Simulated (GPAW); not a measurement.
The system is InPd.

```
CELL_PARAMETERS angstrom
3.27188 0.00000 0.00000
0.00000 3.27188 0.00000
0.00000 0.00000 3.27188
ATOMIC_POSITIONS crystal
In 0.00000 0.00000 0.00000
Pd 0.50000 0.50000 0.50000
```

The cell comes from a database or a generator and needn't be the stable form of this composition.

Base run:

| Item | Value |
| --- | --- |
| Program | GPAW 26.7.0 |
| Functional | PBEsol |
| Potentials or basis | PAW data sets generated in the run's folder for this functional |
| Cutoff | 600 eV |
| Basis | pw |
| k mesh | 8 × 8 × 8 |
| Occupations | fermi-dirac, width 0.05 eV |
| Spin | no spin polarisation |

Its results: pressure -3.1 GPa.

Q: After a change of settings the same cell gave: pressure 11.2 GPa. Which change was it?
A. functional from PBEsol to RPBE; potentials or basis from PAW data sets generated in the run's folder for this functional to the program's PAW data sets (release 1.2.1) made for this functional
B. functional from PBEsol to BLYP; band points from 80 to 60
C. spin from no spin polarisation to spin-orbit coupling, no magnetisation

A: B.

Runs at the PBE level aren't shown here.
